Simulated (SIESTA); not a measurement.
# Al in SIESTA: the effect of strain zz

The system is Al.

```
CELL_PARAMETERS angstrom
2.81246 0.00000 0.00000
-1.40623 2.43566 0.00000
0.00000 0.00000 4.67218
ATOMIC_POSITIONS crystal
Al 0.33333 0.66667 0.25000
Al 0.66667 0.33333 0.75000
```

The cell isn't the ideal one: cell strained along z.

Alike in all runs:

```yaml
Program: SIESTA 5.4.2
Task: band structure
Functional: PBEsol
Potentials_or_basis: PseudoDojo 0.4 standard (PBEsol files)
Basis: DZP (energy shift 0.003 Ry)
Grid_cutoff: 500 Ry
Energy_shift: 0.003 Ry
k_mesh: 11 × 11 × 6
Occupations: fermi-dirac, width 0.05 eV
Spin: no spin polarisation
```

```tsv
strain zz	pressure (GPa)
-0.04	1.8
-0.02	0.0
0	-1.4
0.02	-2.6
0.04	?
```

What does the run with strain zz 0.04 give?

Pressure -3.6 GPa.

Worked out: A parabola through the other rows of the pressure, of slope -35.5 GPa per unit of strain zz there, extrapolates to -3.4 GPa, against the run's -3.6.

Caveats: the basis of atomic orbitals isn't converged, which shifts pressures, moduli and gaps.
